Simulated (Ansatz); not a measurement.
# Ni (simple cubic): energy against volume

All numbers below come from DFT, PBE, plane waves (420 eV) with PAW, scalar-relativistic in Ansatz.

The cell is scaled uniformly from the relaxed one, with fractional coordinates and shape fixed. Energies are extrapolated to zero smearing, pressures are those at the given smearing. Magnetic state: ferromagnetic.

A Birch-Murnaghan fit gives V₀ = 12.62 Å³/atom, B₀ = 137 GPa, B₀′ = 5.3.

Q: What are the energy above the minimum and the pressure at 11.612 Å³/atom?

A: 41.1 meV/atom and 14.48 GPa as computed.

Q: What are the energy above the minimum and the pressure at 13.127 Å³/atom?

A: 8.1 meV/atom and -4.63 GPa as computed.

Q: What are the energy above the minimum and the pressure at 14.137 Å³/atom?

A: 61.6 meV/atom and -11.46 GPa as computed.
